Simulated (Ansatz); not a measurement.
# Ga (C2/c) in Ansatz: notebook

The runs below take Ga through single point, equation of state, with r2SCAN.

Everything below comes from runs of Ansatz 0.2.0. Logs are shortened: lines on timing, memory, paths and dates and some standing lists are left out, and cuts for length are marked.

## Step 1: Starting point

Symmetry: C2/c, No. 15, monoclinic system. Conventional cell: a = 2.766 Å, b = 8.053 Å, c = 3.332 Å, α = 90.00°, β = 92.02°, γ = 90.00°. Ga (site symmetry 2) is surrounded by 8 Ga at 2.69 to 2.92 Å.

This isn't the form of Ga at room conditions, which is orthorhombic.

## Step 2: Single point, r2SCAN, 17.43 Å³/atom (volume scaled by 0.94)

input.yaml reads:

```yaml
crystal:
  lattice:
    - [1.3547675884, -3.9443034667, 0.0]
    - [1.3547675884, 3.9443034667, 0.0]
    - [-0.1150499344, 0.0, 3.261952624]
  atoms:
    - { symbol: Ga, position: [0.131, 0.869, 0.75] }
    - { symbol: Ga, position: [0.869, 0.131, 0.25] }
hamiltonian:
  xc: r2scan
  pseudopotentials: { kind: paw }
kpoints:
  mp_grid: { grid: [10, 10, 8] }
scf:
  occupations: { method: fermi_dirac, width: 0.05 }
output:
  forces: true
  stress: true
  eigenvalues: true
```

Potentials or basis: Ansatz PAW.

Started as:

```bash
$ ansatz run input.yaml --threads 2 --pin off --max-ram 5632MiB --backend cpu --events-out ev --progress --plain --runs-dir out
```

The log of the run:

```text
Warning: RAYON_NUM_THREADS=2 ignored (pool sized by the plan → 2); use --threads N
Engine: ansatz 0.2.0, aarch64-unknown-linux-gnu
Pseudopotentials: kind: paw
Pseudopotential: Ga, paw, valence charge 13, recommended cutoff 500 eV (meta_gga), Ga.paw.azcp
Functional definition: r2SCAN
  parameter k0 = 0.174
  parameter k1 = 0.065
  parameter a1 = 4.9479
  exchange = r2scan_x(k0 = k0, k1 = k1, a1 = a1)
  correlation = r2scan_c
Crystal: 2 atoms, lattice volume = 34.861 Å³
Basis set: ecut = 500 eV, 889 PW (Γ), exchange–correlation on 128×128×96 points (64 copies of the dense FFT grid, shifted against one another)
Bands: 17, of which v1, the nominal top of the filled ones, is band 13 counted from 1 (12 counted from 0)
Symmetry: 4 space group operations
Space group: C2/c (ITA 15), of the structure as read, at distance tolerance 3.3e-5 Å
k-points: 227 of 800
Non-local potential: Ga, projectors of the file, l = 0: 2, l = 1: 2, l = 2: 3, l = 3: 1
PAW form: soft (Blöchl's): semilocal exchange-correlation on the pseudo side does not see the compensation charge
PAW frozen core: Ga, regenerated for the run's functional (the file was generated under x = pbe(κ = 0.804, μ = 0.2195149727645171), c = pbe(β = 0.06672455060314922))
PAW one-centre angular grid: Ga, 590 points (default); XC on 160 Gauss nodes
Initial density: superposition of atomic densities (neutral atoms: chi_scale 0, normalization atom), corrected by the library's trained network
Initial wavefunctions: pseudopotential atomic-orbital guess
Functional: x = r2scan, c = r2scan; τ floored in thin density (d = 2e-4 eV/Å³)
SCF iter   1: F=—  HF=-7580.338862 eV  |F-HF|=—  |Δ(HF+E_count)|=         —  Δρ=1.13e-2  dr2=1.87e-2  dr2_τ=1.96e-3  ethr=1.77e-3  ⟨swp⟩=5.1  Hψ=18256  notcnv=0
preconditioner: auto → Kerker (q_TF=auto, 2.598 Å⁻¹)  [metal: Δε(μ)=0.009 eV  Ē_g=18.500 eV  σ=0.050 eV  W_gap=0.04  n_scr=12 (ndim 8)  ℏωp=32.1 eV  f_vac=0.000  D(μ)=0.52/eV (n_scr^D=2)]
SCF iter   2: F=—  HF=-7580.359926 eV  |F-HF|=—  |Δ(HF+E_count)|=   2.11e-2  Δρ=3.18e-3  dr2=2.29e-3  dr2_τ=5.74e-5  ethr=7.18e-5  ⟨swp⟩=2.0  Hψ=9513  notcnv=0  defer=21
SCF iter   3: F=—  HF=-7580.360025 eV  |F-HF|=—  |Δ(HF+E_count)|=   9.93e-5  Δρ=2.62e-3  dr2=1.54e-3  dr2_τ=5.19e-6  ethr=8.80e-6  ⟨swp⟩=2.0  Hψ=6087  notcnv=0  defer=21
SCF iter   4: F=—  HF=-7580.360098 eV  |F-HF|=—  |Δ(HF+E_count)|=   7.32e-5  Δρ=8.68e-4  dr2=2.26e-4  dr2_τ=9.30e-7  ethr=5.92e-6  ⟨swp⟩=2.1  Hψ=4689  notcnv=0  defer=21
SCF iter   5: F=—  HF=-7580.360147 eV  |F-HF|=—  |Δ(HF+E_count)|=   4.91e-5  Δρ=2.46e-4  dr2=1.90e-5  dr2_τ=4.74e-8  ethr=8.70e-7  ⟨swp⟩=2.2  Hψ=4889  notcnv=0  defer=21
SCF iter   6: F=—  HF=-7580.360151 eV  |F-HF|=—  |Δ(HF+E_count)|=   3.75e-6  Δρ=2.95e-5  dr2=2.92e-7  dr2_τ=1.87e-9  ethr=7.30e-8  ⟨swp⟩=2.7  Hψ=6145  notcnv=0  defer=21
SCF iter   7: F=-7580.360151 eV  HF=-7580.360151 eV  |F-HF|=2.29e-9  |Δ(HF+E_count)|=   2.01e-7  Δρ=4.49e-6  dr2=8.47e-9  dr2_τ=6.19e-11  ethr=3.85e-10  ⟨swp⟩=5.4  Hψ=17694  notcnv=0
SCF 1 converged in 7 iterations: F = -7580.360151 eV  dr2 = 8.47e-9
SCF converged after 7 iterations
Free energy (F): -7580.360151 eV
Harris-Foulkes:  -7580.360151 eV  (|F-HF|=2.29e-9)
Internal energy: -7580.355901 eV  (E = F + TS)
E sigma→0 (E₀):  -7580.358026 eV
Entropy (-TS):   -0.004251 eV (-2.125 meV/atom)
Fermi energy:    10.675886 eV
--- Per-component energies (eV) ---
  E_band       = -62.179263
  E_kinetic    = 230.397288
  E_local      = -3503.942054  (includes V_loc(G=0)·N_el)
  E_nonlocal   = 848.995279
  E_hartree    = 1657.833410
  E_xc         = -125.796848
  E_vxc        = -120.864653  (∫ρ·V_xc dr)
  E_paw        = -4001.527782  (= ΣΔE_a)
  E_vpaw       = -839.088612  (= ΣTr[D̂ρ^β])
  E_aug_tail   = -0.000077  (compensation charges beyond the density's cutoff)
  E_vtau       = 6.658948  (kinetic-family band-sum trace: ∫τ·v_τ [+ j·A + Jᵃ·Aᵃ] dr)
  E_ewald      = -2685.008977
  E_core_change = -1.306140  (= ΣΔE_core)
  E_smearing   = -0.004251  (= −TS)
  E_closure    = 0.000000  (closes the sum)
  Σ components = -7580.360151   (vs F -7580.360151, Δ=0.00e0)
--- Forces (eV/Å), atoms counted from 1 ---
  atom   1  Ga     0.00000000    -0.23861741    -0.00000000
  atom   2  Ga     0.00000000     0.23861741     0.00000000
  max |Σ_I F_I| component: 0.00e0 eV/Å
--- Stress (GPa, compression-positive) ---
        3.454893       0.000000       0.729907
        0.000000       2.817935      -0.000000
        0.729907      -0.000000       1.704705
  P = ⅓ Tr σ = 2.6592 GPa (26.592 kbar)
--- Band table (eV; the first three rows and the last of 227) ---
  k-point 0: bands = ["-5.1273", "-5.1254", "-5.0729", "-5.0531", "-4.7118", "-4.7091", "-4.6760", "-4.6734", "-4.6549", "-4.4939", "-1.6270", "8.1726", "9.3321", "12.3712", "16.6098", "21.4119", "21.9918"]
  k-point 1: bands = ["-5.1439", "-5.0935", "-5.0728", "-5.0228", "-4.7471", "-4.7436", "-4.6613", "-4.6433", "-4.6421", "-4.5251", "-1.3895", "8.4548", "8.8254", "11.2121", "18.8892", "20.2469", "20.3384"]
  k-point 2: bands = ["-5.1527", "-5.0770", "-5.0239", "-4.9563", "-4.7905", "-4.7864", "-4.6881", "-4.6118", "-4.6068", "-4.5975", "-0.6727", "6.7075", "9.2849", "11.1497", "17.3050", "17.7773", "22.1921"]
  k-point 226: bands = ["-5.0683", "-5.0683", "-4.9947", "-4.9947", "-4.7340", "-4.7340", "-4.6954", "-4.6954", "-4.6711", "-4.6711", "4.2835", "4.2835", "5.7250", "5.7250", "22.6904", "22.6904", "23.8491"]
```

Run time: 9.4 s. Hardware: 2 threads of Arm Neoverse V1, shared host; peak memory 0.51 GiB.

What came out:

```
Free energy            : -7580.3602 eV
Pressure               : 2.7 GPa
Largest force          : 0.239 eV/Å
Band gap on the k mesh : none (metal or under the smearing width)
```

Caveat: the PAW data sets come from PBE, with cores solved anew for the run's functional, which leaves a small shift of forces and pressure.

## Step 3: Single point, r2SCAN, 17.80 Å³/atom (volume scaled by 0.96)

Changes to input.yaml since step 2:

```diff
@@ -2,5 +2,5 @@
   lattice:
-    - [1.3547675884, -3.9443034667, 0.0]
-    - [1.3547675884, 3.9443034667, 0.0]
-    - [-0.1150499344, 0.0, 3.261952624]
+    - [1.3643085195, -3.9720811669, 0.0]
+    - [1.3643085195, 3.9720811669, 0.0]
+    - [-0.1158601719, 0.0, 3.2849248782]
   atoms:
@@ -19 +19,5 @@
   eigenvalues: true
+  write_density: true
+  write_potential: true
+  elf: true
+  volumetric_format: npy
```

Potentials or basis: Ansatz PAW.

Started as:

```bash
$ ansatz run input.yaml --threads 2 --pin off --max-ram 5632MiB --backend cpu --events-out ev --progress --plain --runs-dir out
```

It took 12 s on 2 threads of Arm Neoverse V1, shared host; peak memory 0.53 GiB.

The run converged. Its results:

```
Free energy            : -7580.3689 eV
Pressure               : 1.1 GPa
Largest force          : 0.231 eV/Å
Band gap on the k mesh : none (metal or under the smearing width)
```

Caveat: the PAW data sets come from PBE, with cores solved anew for the run's functional, which leaves a small shift of forces and pressure.

## Step 4: Single point, r2SCAN, 18.17 Å³/atom (volume scaled by 0.98)

input.yaml reads:

```yaml
crystal:
  lattice:
    - [1.3737178411, -3.9994756958, 0.0]
    - [1.3737178411, 3.9994756958, 0.0]
    - [-0.1166592328, 0.0, 3.3075802485]
  atoms:
    - { symbol: Ga, position: [0.131, 0.869, 0.75] }
    - { symbol: Ga, position: [0.869, 0.131, 0.25] }
hamiltonian:
  xc: r2scan
  pseudopotentials: { kind: paw }
kpoints:
  mp_grid: { grid: [10, 10, 8] }
scf:
  occupations: { method: fermi_dirac, width: 0.05 }
output:
  forces: true
  stress: true
  eigenvalues: true
```

Started as:

```bash
$ ansatz run input.yaml --threads 2 --pin off --max-ram 5632MiB --backend cpu --events-out ev --progress --plain --runs-dir out
```

Run time: 11 s. Hardware: 2 threads of Arm Neoverse V1, shared host; peak memory 0.52 GiB.

Results (log left out):

* Free energy: -7580.3709 eV
* Pressure: -0.2 GPa
* Largest force: 0.224 eV/Å
* Band gap on the k mesh: none (metal or under the smearing width)

Caveat: the PAW data sets come from PBE, with cores solved anew for the run's functional, which leaves a small shift of forces and pressure.

## Step 5: Single point, r2SCAN, 18.54 Å³/atom

Changes to input.yaml since step 4:

```diff
@@ -2,5 +2,5 @@
   lattice:
-    - [1.3737178411, -3.9994756958, 0.0]
-    - [1.3737178411, 3.9994756958, 0.0]
-    - [-0.1166592328, 0.0, 3.3075802485]
+    - [1.383, -4.0265, 0.0]
+    - [1.383, 4.0265, 0.0]
+    - [-0.1174474948, 0.0, 3.3299294416]
   atoms:
@@ -19 +19,5 @@
   eigenvalues: true
+  write_density: true
+  write_potential: true
+  elf: true
+  volumetric_format: npy
```

Started as:

```bash
$ ansatz run input.yaml --threads 2 --pin off --max-ram 5632MiB --backend cpu --events-out ev --progress --plain --runs-dir out
```

Wall time 13 s (2 threads of Arm Neoverse V1, shared host); peak memory 0.53 GiB.

Results (log left out):

* Free energy: -7580.3670 eV
* Pressure: -1.4 GPa
* Largest force: 0.217 eV/Å
* Band gap on the k mesh: none (metal or under the smearing width)

Caveat: the PAW data sets come from PBE, with cores solved anew for the run's functional, which leaves a small shift of forces and pressure.

## Step 6: Single point, r2SCAN, 18.91 Å³/atom (volume scaled by 1.02)

input.yaml reads:

```yaml
crystal:
  lattice:
    - [1.3921592073, -4.05316634, 0.0]
    - [1.3921592073, 4.05316634, 0.0]
    - [-0.1182253154, 0.0, 3.3519825971]
  atoms:
    - { symbol: Ga, position: [0.131, 0.869, 0.75] }
    - { symbol: Ga, position: [0.869, 0.131, 0.25] }
hamiltonian:
  xc: r2scan
  pseudopotentials: { kind: paw }
kpoints:
  mp_grid: { grid: [10, 10, 8] }
scf:
  occupations: { method: fermi_dirac, width: 0.05 }
output:
  forces: true
  stress: true
  eigenvalues: true
```

Potentials or basis: Ansatz PAW.

Started as:

```bash
$ ansatz run input.yaml --threads 2 --pin off --max-ram 5632MiB --backend cpu --events-out ev --progress --plain --runs-dir out
```

Run time: 12 s. Hardware: 2 threads of Arm Neoverse V1, shared host; peak memory 0.53 GiB.

The run converged. Its results:

```yaml
Free_energy: -7580.3579 eV
Pressure: -2.5 GPa
Largest_force: 0.209 eV/Å
Band_gap_on_the_k_mesh: none (metal or under the smearing width)
```

Caveat: the PAW data sets come from PBE, with cores solved anew for the run's functional, which leaves a small shift of forces and pressure.

## Step 7: Single point, r2SCAN, 19.28 Å³/atom (volume scaled by 1.04)

Changes to input.yaml since step 6:

```diff
@@ -2,5 +2,5 @@
   lattice:
-    - [1.3921592073, -4.05316634, 0.0]
-    - [1.3921592073, 4.05316634, 0.0]
-    - [-0.1182253154, 0.0, 3.3519825971]
+    - [1.4011994555, -4.0794863395, 0.0]
+    - [1.4011994555, 4.0794863395, 0.0]
+    - [-0.1189930338, 0.0, 3.3737493278]
   atoms:
```

Started as:

```bash
$ ansatz run input.yaml --threads 2 --pin off --max-ram 5632MiB --backend cpu --events-out ev --progress --plain --runs-dir out
```

Wall time 12 s (2 threads of Arm Neoverse V1, shared host); peak memory 0.52 GiB.

Results (log left out):

| Quantity | Value |
| --- | --- |
| Free energy | -7580.3443 eV |
| Pressure | -3.4 GPa |
| Largest force | 0.202 eV/Å |
| Band gap on the k mesh | none (metal or under the smearing width) |

Caveat: the PAW data sets come from PBE, with cores solved anew for the run's functional, which leaves a small shift of forces and pressure.

## Step 8: Single point, r2SCAN, 19.66 Å³/atom (volume scaled by 1.06)

Changes to input.yaml since step 7:

```diff
@@ -2,5 +2,5 @@
   lattice:
-    - [1.4011994555, -4.0794863395, 0.0]
-    - [1.4011994555, 4.0794863395, 0.0]
-    - [-0.1189930338, 0.0, 3.3737493278]
+    - [1.4101245334, -4.1054710295, 0.0]
+    - [1.4101245334, 4.1054710295, 0.0]
+    - [-0.1197509717, 0.0, 3.3952387564]
   atoms:
```

Started as:

```bash
$ ansatz run input.yaml --threads 2 --pin off --max-ram 5632MiB --backend cpu --events-out ev --progress --plain --runs-dir out
```

It took 12 s on 2 threads of Arm Neoverse V1, shared host; peak memory 0.53 GiB.

The run converged. Its results:

```yaml
Free_energy: -7580.3266 eV
Pressure: -4.2 GPa
Largest_force: 0.193 eV/Å
Band_gap_on_the_k_mesh: none (metal or under the smearing width)
```

Caveat: the PAW data sets come from PBE, with cores solved anew for the run's functional, which leaves a small shift of forces and pressure.

## Step 9: Equation of state, r2SCAN

Potentials or basis: Ansatz PAW.

No new run: the results of the series are fitted here.

Results:

```
Equilibrium volume                        : 18.11 Å³/atom
Bulk modulus at fixed shape and positions : 64 GPa
Pressure derivative of the bulk modulus   : 5.2
```

Energy against volume, from the lowest point:
| volume (Å³/atom) | energy (meV/atom) |
| --- | --- |
| 17.431 | 5.38 |
| 17.801 | 1.02 |
| 18.172 | 0.00 |
| 18.543 | 1.94 |
| 18.914 | 6.49 |
| 19.285 | 13.33 |
| 19.656 | 22.18 |

Caveat: the cell was scaled at fixed shape and fractional positions, which overstates the stiffness of a crystal with free parameters, most of all of layers and chains; the PAW data sets were made with another functional, which shifts forces and pressure a little.
